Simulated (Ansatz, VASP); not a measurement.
# GaP (GaP(110)): VASP beside Ansatz, part 3 of 3

Wanted: the spread between two codes on one cell, functional and k mesh. Of the first pair: The structure shown is the end of the VASP relaxation below. Valence electrons are named where the data sets of a main pair hold unlike numbers.

VASP 6.6.1 and Ansatz 0.2.0.

So far, gap on the k-mesh (eV): step 4 (side by side) 1.32.

### Step 7. VASP: band structure, PBE

Level of this step: PBE; plane waves and PAW (Ga, P) (VASP).

The same cell, functional, mesh and smearing now go to VASP, with its own data sets.

The input, INCAR:

```
SYSTEM = GaP
PREC = Normal
ENCUT = 320
EDIFF = 1E-06
NELM = 120
ISMEAR = 0
SIGMA = 0.03
LREAL = Auto
ALGO = Fast
GGA = PE
NBANDS = 54
LORBIT = 11
LWAVE = .FALSE.
LCHARG = .TRUE.
KPAR = 2
IDIPOL = 3
LDIPOL = .TRUE.
DIPOL = 0.5 0.5 0.5
LVHAR = .TRUE.
LVACPOTAV = .TRUE.
NEDOS = 1500
```

The input, POSCAR:

```
GaP
1.0
    4.0304553866      0.0000000000      0.0000000000
    0.0000000000      5.6999246702      0.0000000000
    0.0000000000      0.0000000000     31.4376076612
Ga P
9 9
Direct
    0.0000000000      0.0611714344      0.2690450189
    0.5000000000      0.4905240048      0.3134198739
    0.0000000000      0.9937007784      0.3778560118
    0.5000000000      0.4921662937      0.4382012741
    0.0000000000      0.9939210750      0.5000000000
    0.5000000000      0.4921662937      0.5617987259
    0.0000000000      0.9937007784      0.6221439882
    0.5000000000      0.4905240048      0.6865801261
    0.0000000000      0.0611714344      0.7309549811
    0.0000000000      0.7344453189      0.3158671271
    0.5000000000      0.2584537668      0.2493338920
    0.0000000000      0.7374502124      0.4387282490
    0.5000000000      0.2402611281      0.3766276897
    0.0000000000      0.7374502124      0.5612717510
    0.5000000000      0.2397330498      0.5000000000
    0.0000000000      0.7344453189      0.6841328729
    0.5000000000      0.2402611281      0.6233723103
    0.5000000000      0.2584537668      0.7506661080
```

The input, KPOINTS:

```
Automatic mesh
0
Gamma
6 4 1
0 0 0
```

The input, KPOINTS_OPT:

```
Line mode
14
Line-mode
Reciprocal
  0.00000000   0.00000000   0.00000000 GAMMA
  0.50000000   0.00000000   0.00000000 X

  0.50000000   0.00000000   0.00000000 X
  0.50000000   0.50000000   0.00000000 S

  0.50000000   0.50000000   0.00000000 S
  0.00000000   0.50000000   0.00000000 Y

  0.00000000   0.50000000   0.00000000 Y
  0.00000000   0.00000000   0.00000000 GAMMA

  0.00000000   0.00000000   0.00000000 GAMMA
  0.50000000   0.50000000   0.00000000 S
```

PAW data sets: Ga and P (PBE family, release 64).

The run is started by

```console
> mpirun -np 4 vasp_std
```

Numbers of over 12 decimals in the logs are rounded to 6 here.

Output:

```text
[banner, memory and clock lines left out]
running    4 mpi-ranks, on    1 nodes
[...]
LDA part: xc-table for (Slater+PW92), standard interpolation
 POSCAR, INCAR and KPOINTS ok, starting setup
[...]
entering main loop
       N       E                     dE             d eps       ncg     rms          rms(c)
DAV:   1     0.291548222454E+03    0.29155E+03   -0.18909E+04  1296   0.692E+02
DAV:   2    -0.463269493515E+02   -0.33788E+03   -0.32561E+03  1720   0.155E+02
DAV:   3    -0.808447567252E+02   -0.34518E+02   -0.34049E+02  1570   0.505E+01
DAV:   4    -0.822702470359E+02   -0.14255E+01   -0.14210E+01  1848   0.117E+01
[...]
RMM:  22    -0.795418019156E+02   -0.32669E-05   -0.22482E-07   859   0.118E-03    0.146E-03
RMM:  23    -0.795418089799E+02   -0.70644E-05   -0.18146E-07   718   0.947E-04    0.341E-04
RMM:  24    -0.795418099353E+02   -0.95532E-06   -0.34339E-08   484   0.745E-04
|                                                                             |
[...]
|     workfunction values.                                                    |
|                                                                             |

   1 F= -.79541810E+02 E0= -.79541810E+02  d E =-.150563E-11
 Start KPOINTS_OPT (optional k-point list driver)
k-point batch [1-12\70]
       N       E                     dE             ncg
DAV:   1    -0.528288556812E+03   -0.71913E+04     1296
DAV:   2    -0.446952849456E+04   -0.39412E+04     1722
DAV:   3    -0.488259986305E+04   -0.41307E+03     1568
DAV:   4    -0.489930271704E+04   -0.16703E+02     1848
[...]
DAV:   8    -0.489978510265E+04   -0.45185E-04     1792
DAV:   9    -0.489978510464E+04   -0.19957E-05     1306
DAV:  10    -0.489978510477E+04   -0.12804E-06     1072
[...]
k-point batch [61-70\70]
       N       E                     dE             ncg
DAV:   1    -0.357725220293E+03   -0.12577E+05     1080
DAV:   2    -0.359255775190E+04   -0.32348E+04     1498
DAV:   3    -0.390290900026E+04   -0.31035E+03     1296
DAV:   4    -0.391425770739E+04   -0.11349E+02     1496
[...]
DAV:   8    -0.391465589506E+04   -0.49377E-04     1512
DAV:   9    -0.391465589621E+04   -0.11544E-05     1112
DAV:  10    -0.391465589631E+04   -0.91255E-07     1040
```

OUTCAR, selected parts (step 7):

```text
  Total      -14.4068964     -9.0975393     -0.4529894      0.0000000      0.0000000      0.0000000
  in kB      -31.9601119    -20.1818884     -1.0049070      0.0000000      0.0000000      0.0000000
  external PRESSURE =     -17.7156358 kB  Pullay stress =       0.0000000 kB

 POSITION                                       TOTAL-FORCE (eV/Angst)
 -----------------------------------------------------------------------------------
      0.00000      0.34867      8.45813        -0.000000     -0.009282      0.003801
      2.01523      2.79595      9.85317        -0.000000     -0.005141      0.024159
      0.00000      5.66402     11.87889        -0.000000     -0.013592     -0.024318
      2.01523      2.80531     13.77600        -0.000000     -0.004737      0.005789
      0.00000      5.66528     15.71880        -0.000000      0.023847      0.000000
      2.01523      2.80531     17.66161        -0.000000     -0.004737     -0.005789
      0.00000      5.66402     19.55872        -0.000000     -0.013592      0.024318
      2.01523      2.79595     21.58444        -0.000000     -0.005141     -0.024159
      0.00000      0.34867     22.97948        -0.000000     -0.009282     -0.003801
      0.00000      4.18628      9.93011         0.000000     -0.013232      0.010107
      2.01523      1.47317      7.83846        -0.000000      0.019026      0.014783
      0.00000      4.20341     13.79257         0.000000      0.012708      0.007136
      2.01523      1.36947     11.84027        -0.000000      0.007534     -0.015815
      0.00000      4.20341     17.64504         0.000000      0.012708     -0.007136
[...]
-----------------------------------------------------------------------------------
    total drift:                               -0.000000     -0.012462     -0.000006

  FREE ENERGIE OF THE ION-ELECTRON SYSTEM (eV)
  ---------------------------------------------------
  free  energy   TOTEN  =       -79.5418099353 eV

  energy  without entropy=      -79.5418099353  energy(sigma->0) =      -79.54180994

[... 2 parts as in an earlier step ...]

[... 1 further part left out ...]
[key lines of the parts left out:]
E-fermi :  -0.9695
```

### Step 8. Side by side

What differs besides the data sets and the points named for the pairs above, as far as they apply: the data sets hold 162 valence electrons in Ansatz (on its default PAW (the set named soft_2) files) and 72 in VASP. Total energies have different zeros and are not compared.

Both answers:

```
                     quantity  Ansatz   VASP  difference
gap over the path points (eV)   1.307  1.318      -0.011
```

Levels at points of the path, from each program's valence-band top (eV; 4 filled, then empty):

| k (reciprocal lattice) | Ansatz | VASP |
| --- | --- | --- |
| 0.000 0.000 0.000 | -0.12 -0.10 -0.04 -0.01 1.33 1.69 1.71 | -0.12 -0.10 -0.04 -0.01 1.37 1.70 1.73 |
| 0.077 0.000 0.000 | -0.45 -0.37 -0.15 -0.02 1.75 2.03 2.07 | -0.45 -0.37 -0.15 -0.02 1.78 2.04 2.09 |
| 0.154 0.000 0.000 | -0.74 -0.62 -0.36 -0.08 2.23 2.44 2.57 | -0.74 -0.62 -0.36 -0.07 2.26 2.47 2.60 |
| 0.269 0.000 0.000 | -1.25 -0.89 -0.57 -0.22 1.93 2.14 2.30 | -1.24 -0.88 -0.56 -0.21 1.95 2.16 2.33 |
| 0.346 0.000 0.000 | -1.40 -0.97 -0.62 -0.33 1.63 1.76 2.07 | -1.39 -0.96 -0.62 -0.32 1.65 1.78 2.10 |
| 0.423 0.000 0.000 | -1.41 -1.00 -0.63 -0.42 1.44 1.44 2.04 | -1.40 -1.00 -0.62 -0.41 1.45 1.45 2.06 |
| 0.500 0.000 0.000 | -1.37 -1.03 -0.63 -0.45 1.31 1.37 1.95 | -1.36 -1.02 -0.62 -0.43 1.32 1.38 1.97 |
| 0.500 0.077 0.000 | -1.34 -1.03 -0.62 -0.44 1.36 1.38 2.05 | -1.33 -1.02 -0.61 -0.43 1.38 1.40 2.08 |
| 0.500 0.192 0.000 | -1.22 -1.03 -0.58 -0.41 1.51 1.62 2.30 | -1.21 -1.03 -0.57 -0.40 1.53 1.63 2.32 |
| 0.500 0.269 0.000 | -1.12 -1.05 -0.55 -0.39 1.68 1.79 2.53 | -1.11 -1.05 -0.54 -0.37 1.69 1.81 2.55 |

At this near-relaxed geometry the largest component of a force difference is 89 meV/Å. Among the levels compared at these points, filled levels agree within 12 meV and empty ones within 39 meV. With vacuum in the cell, a pressure given here is an average over mostly empty space and none of the material.

### Step 9. What the set-up changes

Further runs change the set-up of one program: Ansatz's method, potentials or start, or VASP's data sets, cutoff or form of LDA. The table gives Ansatz less VASP for each quantity, since a change that brings one quantity closer may part another.

```
                                        run  r.m.s. force difference (meV/Å)  gap over the path points (eV)
                                   as above                               22                         -0.011
norm-conserving potentials (cutoff 1088 eV)                               20                        -0.0088
```

### Step 10. Outcome

```json
{"r.m.s. force difference (single point, PBE)": "22 meV/Å", "r.m.s. force difference (band structure, PBE)": "22 meV/Å"}
```

In words: The r.m.s. force difference is 22 meV/Å (band structure, PBE), beyond the 12 meV/Å picked in this series as the mark of a large difference. The data sets hold unlike numbers of valence electrons (162 in Ansatz and 72 in VASP), so part of the differences comes from the potentials. For single point, PBE, no further run moves any of the tabulated differences by more than a quarter of its size. For band structure, PBE, no further run moves any of the tabulated differences by more than a quarter of its size. 2 further runs of this series are not shown here. Such differences can come from data sets, numerical settings and the points named under the comparisons, not from the functional's error against experiment.

[Lines on the potential files, build, host, timing and source positions are cut from VASP's logs without a mark.]

[Logs are printed without paths, hosts, clocks, repeated set-up lines and the standing remarks that a program may print on its own settings, such as how far it seeks lower states.]

[Hosts, paths, dates, database ids (printed as entryN), source tags and the programs' standing remarks are cut or masked in the printed files.]
